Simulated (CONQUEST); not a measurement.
ZnSe (Stilleite):

```xyz
4
Lattice="4.0076 0.0000 0.0000 0.0000 4.0076 0.0000 0.0000 0.0000 5.6676" Properties=species:S:1:pos:R:3 pbc="T T T"
Se    0.0000    2.0038    1.4169
Se    2.0038    0.0000    4.2507
Zn    0.0000    0.0000    0.0000
Zn    2.0038    2.0038    2.8338
```

Program: CONQUEST 1.3. Alike in all runs: task single point; level PBE; no spin polarisation; cell as given; smearing fermi-dirac 0.05 eV.

Order these runs on this cell by their band gap on the k mesh, lowest first.
A. potentials or basis PseudoDojo NC PBE, SZ, grid cutoff 120 Ha; k mesh 7 × 7 × 5
B. potentials or basis PseudoDojo NC PBE, SZP, grid cutoff 120 Ha; k mesh 8 × 8 × 6
C. potentials or basis PseudoDojo NC PBE, DZ, grid cutoff 120 Ha; k mesh 7 × 7 × 5
D. potentials or basis PseudoDojo NC PBE, DZP, grid cutoff 120 Ha; k mesh 7 × 7 × 5

A (0.78 eV), C (1.16 eV), D (1.49 eV), B (1.67 eV).

Caveats: the basis of atomic orbitals isn't converged, which shifts pressures, moduli and gaps; the real-space grid breaks the cell's symmetry a little; the atomic basis is small (some runs); an odd mesh through Γ misses points on the zone boundary, where band edges often lie (some runs).

A k mesh can miss the band edges, odd and even meshes differently.
